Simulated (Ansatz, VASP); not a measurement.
# One calculation of Si2Mo, two programs

```
CELL_PARAMETERS angstrom
-1.72355 1.72355 4.23400
1.72355 -1.72355 4.23400
1.72355 1.72355 -4.23400
ATOMIC_POSITIONS crystal
Mo 0.00000 0.00000 0.00000
Si 0.66700 0.66700 0.00000
Si 0.33300 0.33300 0.00000
```

Change from the starting cell: volume scaled by 1.25.

Alike in both runs: task single point; functional BLYP; k mesh 12 × 12 × 12; occupations methfessel-paxton of order 1, width 0.1 eV; collinear spin.

|  | VASP | Ansatz |
| --- | --- | --- |
| version | VASP 6.6.1 | Ansatz 0.2.0 |
| potentials or method | VASP PAW PBE potentials, release 64 (Mo_sv, Si) | Ansatz PAW polarizable |
| plane-wave cutoff (eV) | 520 | 420 |
| valence electrons in the cell | 22 | 22 |

Ansatz gave:

```
gap on the k mesh at the Fermi level (eV)       : none
pressure (GPa)                                  : -19.4
largest component of the traceless stress (GPa) : 3.07
rms of the force components (eV/Å)              : 0.283
net moment per atom (μB)                        : 0.00
```

Problem. Which values does VASP return?

Solution. gap on the k mesh at the Fermi level (eV): none; pressure (GPa): -19.0; largest component of the traceless stress (GPa): 3.03; rms of the force components (eV/Å): 0.281; net moment per atom (μB): 0.00.

Atom by atom the forces differ by 0.002 eV/Å (rms over components). A gap of «none» marks a metal or a gap that the smearing closes.

Caveats: so large a pressure means that the cell lies far from this level's equilibrium, or that cutoff or potentials fall short (VASP); the potentials were made for another functional, which shifts forces and pressure (VASP); the PAW data sets come from PBE, with cores solved anew for the run's functional, which leaves a small shift of forces and pressure (Ansatz).
